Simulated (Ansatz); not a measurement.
MnO:

```
Mn O
1.0
     0.00000    2.22200    2.22200
     2.22200    0.00000    2.22200
     2.22200    2.22200    0.00000
Mn O
1 1
Direct
  0.00000 0.00000 0.00000
  0.50000 0.50000 0.50000
```

Base run:

| Quantity | Value |
| --- | --- |
| Program | Ansatz 0.2.0 |
| Functional | r2SCAN |
| Potentials or basis | Ansatz PAW |
| Cutoff | 500 eV (not typed: the program's choice for these potentials) |
| k mesh | 7 × 7 × 7 |
| Occupations | gaussian, width 0.05 eV |
| Spin | collinear spin, ferromagnetic start |
| Starting moments | [4.0, 0.0] μB |
| Hubbard terms | Mn d U = 6 eV |

Its results: band gap on the k mesh 1.15 eV, indirect (least direct gap 3.09 eV); pressure 7.3 GPa; net moment 5.00 μB per cell; site moments Mn +4.36; O +0.14 μB.

The run is repeated on the same cell with these changes: hubbard terms from Mn d U = 6 eV to Mn d U = 5 eV. What comes out?

Band gap on the k mesh 1.03 eV, indirect (least direct gap 3.10 eV); pressure 6.3 GPa; net moment 5.00 μB per cell; site moments Mn +4.35; O +0.15 μB.

Caveats: the magnetic or orbital state may not be the lowest; odd divisions of the mesh miss points on the zone boundary, where band edges often lie, so the gap on the mesh can be too wide; a cell with one magnetic atom can't hold antiferromagnetic order, which such compounds often take; the PAW data sets come from PBE, with cores solved anew for the run's functional, which leaves a small shift of forces and pressure.

A k mesh can miss the band edges.
